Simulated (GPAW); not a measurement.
Runs of GPAW 26.7.0 on KBr. Symmetry: Pm-3m, No. 221, cubic system. The conventional cell has a = 4.043 Å, b = 4.043 Å, c = 4.043 Å, α = 90.00°, β = 90.00°, γ = 90.00°. Br (site symmetry m-3m) has 8 K at 3.50 Å as nearest neighbours. Around K (site symmetry m-3m) lie 8 Br at 3.50 Å. Measurements of this composition are mostly on another form, of space group No. 225.

```csv
task,level,potentials or basis,spin,cell,k mesh,cutoff (eV),band path,band points,spin axis theta (degrees),spin axis phi (degrees),k mesh for the DOS,grid spacing,mesh quality,gap on the mesh (eV),pressure (GPa)
band structure,LDA,"the program's PAW data sets (release 1.2.1) made for this functional, pw","SOC, no magnetisation",cell strained at random at fixed volume,5 × 5 × 5,600,"XGY,LGZ,NGM,RG",80,0,0,-,-,not flagged,3.38,-2.6
density of states,vdW-DF-cx,"JTH PAW 2.0, PBE, pw",off,"atoms moved at random, drawn with an rms of 0.05 Å",4 × 4 × 4,600,-,-,-,-,6 × 6 × 6,-,coarse,4.04,-
relaxation of cell and atoms,PBE+D3M(BJ),"PAW data sets generated in the run's folder for this functional, pw","collinear, ferromagnetic start",relaxed,6 × 6 × 6,600,-,-,-,-,-,-,not flagged,(a),0.0
single point,BP86+D3(BJ),"PAW data sets generated in the run's folder for this functional, fd",off,as given,7 × 7 × 7,-,-,-,-,-,-,0.14 Å,not flagged,3.90,-
```

Alike in all rows: smearing fermi-dirac 0.05 eV.

Estimate the missing entries.

(a) 5.04.

Caveats: spin-orbit coupling was added after a scalar SCF, so levels and gaps hold it while energy, forces, pressure and moments don't (some runs); this program's spin-orbit splittings come out too wide for heavy elements (some runs); the program truncates these outside data sets (some runs); the PAW data sets were made with another functional, which shifts forces and pressure a little (some runs); each step starts from the last one's moments, so a moment once lost doesn't come back (some runs); later steps reuse the first step's grids (some runs).

A k mesh can miss the band edges, and rows without SOC leave out spin-orbit coupling on Br.
